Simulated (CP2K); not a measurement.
Runs of CP2K 2026.2 on ZrB2. The structure is hexagonal, space group P6/mmm (No. 191). The conventional cell has a = 3.170 Å, b = 3.170 Å, c = 3.533 Å, α = 90.00°, β = 90.00°, γ = 120.00°. Zr (site symmetry 6/mmm) has 12 B at 2.54 Å as nearest neighbours. Around B (site symmetry -6m2) lie 3 B at 1.83 Å. 

```csv
task,level,potentials or basis,cell,k mesh,smearing,EPS_DEFAULT,k points reduced by the point group,NGRIDS,points a segment of the path (NPOINTS),bands added on the path,gap on the mesh (eV),pressure (GPa),V0 of scaled cells (Å³/atom),B0 (GPa)
band structure,LDA,"GTH_POTENTIALS Zr GTH-PADE-q12, B GTH-PADE-q3; TZVP-MOLOPT-PBE-GTH basis",as given,10 × 10 × 8,fermi-dirac 0.05 eV,1.0E-10,yes,4,8,6,none,-9.7,-,-
band structure,PBEsol,"POTENTIAL_UZH Zr GTH-PBE-q12, B GTH-PBE-q3; TZVP-MOLOPT-PBE-GTH basis",as given,10 × 10 × 8,fermi-dirac 0.05 eV,1.0E-10,yes,5,6,4,none,-1.5,-,-
band structure,LDA,"GTH_POTENTIALS Zr GTH-PADE-q12, B GTH-PADE-q3; TZVP-MOLOPT-PBE-GTH basis",as given,10 × 10 × 8,fermi-dirac 0.01 eV,1.0E-10,yes,4,8,4,none,-9.7,-,-
equation of state,PBE,"POTENTIAL_UZH Zr GTH-PBE-q12, B GTH-PBE-q3; TZVP-MOLOPT-PBE-GTH basis",as given,10 × 10 × 8,fermi-dirac 0.05 eV,1.0E-10,yes,4,-,-,-,-,10.34,(b)
single point,PBE,"POTENTIAL_UZH Zr GTH-PBE-q12, B GTH-PBE-q3; TZVP-MOLOPT-PBE-GTH basis",as given,10 × 10 × 8,fermi-dirac 0.05 eV,1.0E-10,yes,5,-,-,none,(a),-,-
band structure,TB-mBJ,"POTENTIAL_UZH Zr GTH-PBE-q12, B GTH-PBE-q3; TZVP-MOLOPT-PBE-GTH basis",as given,10 × 10 × 8,fermi-dirac 0.05 eV,1.0E-9,yes,5,6,4,none,-,-,-
relaxation of cell and atoms,LDA,"GTH_POTENTIALS Zr GTH-PADE-q12, B GTH-PADE-q3; DZVP-MOLOPT-PBE-GTH basis",relaxed,7 × 7 × 6,fermi-dirac 0.05 eV,1.0E-9,-,5,-,-,none,0.0,-,-
band structure,PBEsol,"POTENTIAL_UZH Zr GTH-PBE-q12, B GTH-PBE-q3; TZVP-MOLOPT-PBE-GTH basis",as given,10 × 10 × 8,fermi-dirac 0.0259 eV,1.0E-10,yes,4,8,2,none,-1.5,-,-
band structure,r2SCAN,"POTENTIAL_UZH Zr GTH-SCAN-q12, B GTH-SCAN-q3; TZVP-MOLOPT-SCAN-GTH basis",as given,10 × 10 × 8,fermi-dirac 0.1 eV,1.0E-9,yes,5,10,4,none,1.7,-,-
band structure,r2SCAN,"POTENTIAL_UZH Zr GTH-SCAN-q12, B GTH-SCAN-q3; TZVP-MOLOPT-SCAN-GTH basis",as given,10 × 10 × 8,fermi-dirac 0.01 eV,1.0E-10,yes,4,10,2,none,1.7,-,-
equation of state,PBEsol,"POTENTIAL_UZH Zr GTH-PBE-q12, B GTH-PBE-q3; TZVP-MOLOPT-PBE-GTH basis",as given,10 × 10 × 8,fermi-dirac 0.05 eV,1.0E-10,yes,5,-,-,-,-,10.18,247
band structure,r2SCAN,"POTENTIAL_UZH Zr GTH-SCAN-q12, B GTH-SCAN-q3; TZVP-MOLOPT-SCAN-GTH basis",as given,10 × 10 × 8,fermi-dirac 0.05 eV,1.0E-9,yes,5,10,4,none,1.7,-,-
```

Alike in all rows: no spin polarisation.

Problem. Fill in the values left out.

Solution. (a) 2.1; (b) 237.

Caveats: the basis of atomic orbitals isn't converged, which shifts pressures, moduli and gaps; the potentials were made for another functional, which shifts forces and pressure (some runs); the cell was scaled at fixed shape and fractional positions, which overstates the stiffness of a crystal with free parameters, most of all of layers and chains (some runs); this is a model potential without an energy functional, so only levels have meaning (some runs); more than 0.5 GPa of stress was left at the end, so the final cell isn't listed (some runs).

A k mesh can miss the band edges, and the runs leave out spin-orbit coupling on Zr.

A gap of «none» marks a metal or a gap under the smearing width.

Not every run made on this cell is shown here.
